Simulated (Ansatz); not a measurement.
Runs of Ansatz 0.2.0 on Zr. It takes space group P6_3/mmc (No. 194, hexagonal). The conventional cell has a = 3.232 Å, b = 3.232 Å, c = 5.147 Å, α = 90.00°, β = 90.00°, γ = 120.00°. Zr (site symmetry -6m2) has 12 Zr at 3.18 to 3.23 Å as nearest neighbours. 

```csv
task,level,potentials or basis,cell,k mesh,cutoff (eV),smearing,mesh quality,gap on the mesh (eV),pressure (GPa),V0 of scaled cells (Å³/atom),B0 (GPa)
equation of state,PBE,Ansatz NC,as given,9 × 9 × 5,898,fermi-dirac 0.05 eV,not flagged,-,-,23.41,94
relaxation of cell and atoms,PBEsol,Ansatz PAW,relaxed,9 × 9 × 5,420,fermi-dirac 0.05 eV,not flagged,none,0.0,-,-
single point,PBE,Ansatz PAW,as given,9 × 9 × 5,420,gaussian 0.016 eV,not flagged,none,(b),-,-
equation of state,PBE,SPMS NC,as given,9 × 9 × 5,463,fermi-dirac 0.05 eV,not flagged,-,-,23.45,95
single point,PBE,Ansatz PAW,as given,5 × 5 × 3,420,fermi-dirac 0.05 eV,coarse,none,(a),-,-
```

Alike in all rows: no spin polarisation.

Q: Estimate the missing entries.

A: (a) 0.7; (b) 0.6.

Caveats: some runs use coarse meshes; the cell was scaled at fixed shape and fractional positions, which overstates the stiffness of a crystal with free parameters, most of all of layers and chains (some runs); the plane-wave basis is chosen anew once the cell has moved, so the energies of steps on either side of that aren't comparable (some runs); the PAW data sets come from PBE, with cores solved anew for the run's functional, which leaves a small shift of forces and pressure (some runs).

A k mesh can miss the band edges, and the runs leave out spin-orbit coupling on Zr.

A gap of «none» marks a metal or a gap under the smearing width.

Not every run made on this cell is shown here.
